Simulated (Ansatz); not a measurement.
# HfO2: under pressure

The task, for HfO2: find the equilibrium cell, tighten the relaxation for response calculations and follow cell and modes under pressure.

Computed with Ansatz 0.2.0 (DFT PBEsol, scalar-relativistic, plane waves, PAW, unless a step's input says otherwise).

## Step 1: The structure to begin with

The structure is cubic, space group Fm-3m (No. 225). The conventional cell has a = 5.115 Å, b = 5.115 Å, c = 5.115 Å, α = 90.00°, β = 90.00°, γ = 90.00°. Hf (site symmetry m-3m) has 8 O at 2.21 Å as nearest neighbours. Around O (site symmetry -43m) lie 4 Hf at 2.21 Å.

As a file:

```cif
data_structure
_symmetry_space_group_name_H-M 'P 1'
_symmetry_Int_Tables_number 1
_cell_length_a 3.6169
_cell_length_b 3.6169
_cell_length_c 3.6169
_cell_angle_alpha 60.000
_cell_angle_beta 60.000
_cell_angle_gamma 60.000
_cell_volume 33.46
loop_
_atom_site_label
_atom_site_type_symbol
_atom_site_fract_x
_atom_site_fract_y
_atom_site_fract_z
_atom_site_occupancy
Hf1 Hf 0.00000 0.00000 0.00000 1
O1 O 0.25000 0.25000 0.25000 1
O2 O 0.75000 0.75000 0.75000 1
```

Source of the structure: the Crystallography Open Database.

(A quick probe on a coarse mesh, which set the mesh and smearing, is not shown.)

## Step 3: Coarse relaxation

input.yaml

```yaml
crystal:
  lattice:
    - [0.0, 2.5575, 2.5575]
    - [2.5575, 0.0, 2.5575]
    - [2.5575, 2.5575, 0.0]
  atoms:
    - { symbol: Hf, position: [0.0, 0.0, 0.0] }
    - { symbol: O, position: [0.25, 0.25, 0.25] }
    - { symbol: O, position: [0.75, 0.75, 0.75] }
basis:
  ecutwfc: 420
kpoints:
  mp_grid: { grid: [6, 6, 6] }
hamiltonian:
  xc: pbesol
scf:
  occupations: { method: gaussian, width: 0.1 }
output:
  forces: true
  stress: true
  eigenvalues: true
relax:
  adjacent_minimum: "off"
  f_tol: 0.05
  max_steps: 80
  cell: { stress_tol: 0.5 }
```

On the command line:

```console
$ ansatz run input.yaml --threads 1 --pin off --max-ram 3072MiB --backend cpu --events-out ev --progress --plain --runs-dir out
```

The session goes on with these runs: the relaxation; tight relaxation for the response runs; the cell under 1 GPa; phonons at Γ at 1 GPa.

**Question.** What will these runs give? Wanted: relaxed cell; volume; formation energy.

The runs gave:

| quantity | value |
| --- | --- |
| relaxed cell (conventional) | a = 5.044 Å, b = 5.044 Å, c = 5.044 Å, α = 90.00°, β = 90.00°, γ = 90.00° |
| space group (0.01 Å) | Fm-3m (No. 225) |
| volume | 10.69 Å³/atom |
| formation energy (elements from runs with the same settings, not shown) | -3.49 eV/atom |
| optical modes at Γ (without the LO field) at 1 GPa | 240 to 583 cm⁻¹ |
| ε∞, principal values at 1 GPa | 5.38 |
| volume at 1 GPa | 0.996 of that at rest |

The relaxed volume is 4.1 % smaller than at the start. That is more than thermal expansion of the reported cell explains. At 1 GPa the volume is 0.4 % smaller. The gap on the mesh goes from 3.69 to 3.70 eV. Spin-orbit coupling is left out, which matters for the bands of Hf.

The gaps are Kohn-Sham values of a semilocal functional, not quasiparticle or optical gaps. Such gaps usually fall short of the measured ones.
